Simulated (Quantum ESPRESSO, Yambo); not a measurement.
An input for Yambo 5.3.0 (GaN (P6_3mc)):

```
HF_and_locXC
gw0
dyson
ppa
em1d
rim_cut
RandQpts= 1000000
RandGvec= 1 RL
EXXRLvcs= 104 Ry
VXCRLvcs= 416 Ry
Chimod= "HARTREE"
% BndsRnXp
 1 | 65 |
%
NGsBlkXp= 9 Ry
% LongDrXp
 1 | 1 | 1 |
%
% GbndRnge
 1 | 65 |
%
DysSolver= "n"
ExtendOut
PPAPntXp= 10 eV
% QPkrange
 1 | 1 | 25 | 28 |
%
```

The database entry behind the starting cell has ideal inner coordinates that were not refined, so it need not match the best structure at ambient conditions.

```sh
OMP_NUM_THREADS=1 mpirun -n 4 yambo -F gw7.in -J gw7 -C gw7 > gw7.log
```

The stored states that it reads are on a 6×6×4 mesh. It takes space group P6_3mc (No. 186, hexagonal). Conventional cell: a = 3.190 Å, b = 3.190 Å, c = 5.189 Å, α = 90.00°, β = 90.00°, γ = 120.00°. Nearest to Ga lie 4 N at 1.95 Å. N has 4 Ga at 1.95 Å nearest. Farther neighbours and most contacts between anions are not listed.

Question: How long will it take on 4 MPI ranks of Arm Neoverse V1, shared host, and how much memory?

It took 5.3 min; on shared hardware allow 2.7 min to 11 min. Peak host memory was 3.8 GiB.

The screening grows as filled bands × empty bands × pairs of k points, times the square of the screening basis for the matrix.

[Paths, hosts, dates, memory and timing lines, banners, echoed tables and standing remarks are left out of the program output.]

[Logs are printed without paths, hosts, clocks, repeated set-up lines and the standing remarks that a program may print on its own settings, such as how far it seeks lower states.]

[Runs of the session that timed out or met a known fault of the program may be left out.]

[Hosts, paths, dates, database ids (printed as entryN), source tags and the programs' standing remarks are cut or masked in the printed files.]
